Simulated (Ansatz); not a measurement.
# AgI

The computed numbers are results of PBEsol, scalar-relativistic (no spin polarisation) in the plane-wave PAW code Ansatz at 420 eV, 8×8×8 k-mesh, Gaussian smearing of 0.05 eV. The datasets are Ansatz's generated set soft_2.

```cif
data_structure
_symmetry_space_group_name_H-M 'F-43m'
_symmetry_Int_Tables_number 216
_cell_length_a 6.4498
_cell_length_b 6.4498
_cell_length_c 6.4498
_cell_angle_alpha 90.000
_cell_angle_beta 90.000
_cell_angle_gamma 90.000
_cell_volume 268.31
loop_
_atom_site_label
_atom_site_type_symbol
_atom_site_symmetry_multiplicity
_atom_site_Wyckoff_symbol
_atom_site_fract_x
_atom_site_fract_y
_atom_site_fract_z
_atom_site_occupancy
Ag1 Ag 4 a 0.00000 0.00000 0.00000 1
I1 I 4 c 0.25000 0.25000 0.25000 1
```

The chain of runs began from a cell as deposited in COD, expanded in volume. Of that entry: the entry's cell lengths or inner coordinates differ somewhat from later room-temperature determinations.

The cell above was scaled in volume, its shape and atoms being fixed by the lattice's symmetry. Energies are counted from the cell above.

```json
{"V (Å³/atom)": "32.198", "ΔE (meV/atom)": "6.32", "P from the stress (GPa)": "1.57"}
{"V (Å³/atom)": "32.868", "ΔE (meV/atom)": "1.52", "P from the stress (GPa)": "0.74"}
{"V (Å³/atom)": "33.539", "ΔE (meV/atom)": "0.00", "P from the stress (GPa)": "0.01"}
{"V (Å³/atom)": "34.210", "ΔE (meV/atom)": "1.34", "P from the stress (GPa)": "-0.64"}
{"V (Å³/atom)": "34.881", "ΔE (meV/atom)": "5.23", "P from the stress (GPa)": "-1.20"}
```

Question: Do the energies and the pressures agree? Compare −ΔE/ΔV between neighbouring points (1 meV/Å³ = 0.1602 GPa) with the mean of their pressures.

Answer: 
```tsv
interval (Å³/atom)	−ΔE/ΔV (GPa)	mean P (GPa)
32.20 to 32.87	1.1	1.2
32.87 to 33.54	0.4	0.4
33.54 to 34.21	-0.3	-0.3
34.21 to 34.88	-0.9	-0.9
```
They differ by 0.01 GPa at most.

Question: What do the two routes give for V0, B0 and B0′?

Answer: A third-order Birch–Murnaghan fit of the energies: V0 = 33.55 Å³/atom, B0 = 34 GPa, B0′ = 5.4. A polynomial of P in ln V, with B = −dP/d ln V at P = 0: V0 = 33.54 Å³/atom, B0 = 34 GPa, B0′ = 5.4.

B0·V0 = 34.3 GPa × 33.55 Å³ = 7.18 eV/atom sets the scale: near the minimum ΔE ≈ ½ B0 V0 x², with x = V/V0 − 1, and a pressure of 0.3 GPa squeezes the volume by about 1 %. At the ends of the curve: x = −4.0 % predicts 5.8 meV/atom and the run gives 6.3; x = +4.0 % predicts 5.7 meV/atom and the run gives 5.2. Compression costs more and expansion less than the parabola says, since the crystal stiffens as it shrinks; B0′ measures that.

 Spin–orbit coupling, which matters for such heavy elements, is left out.
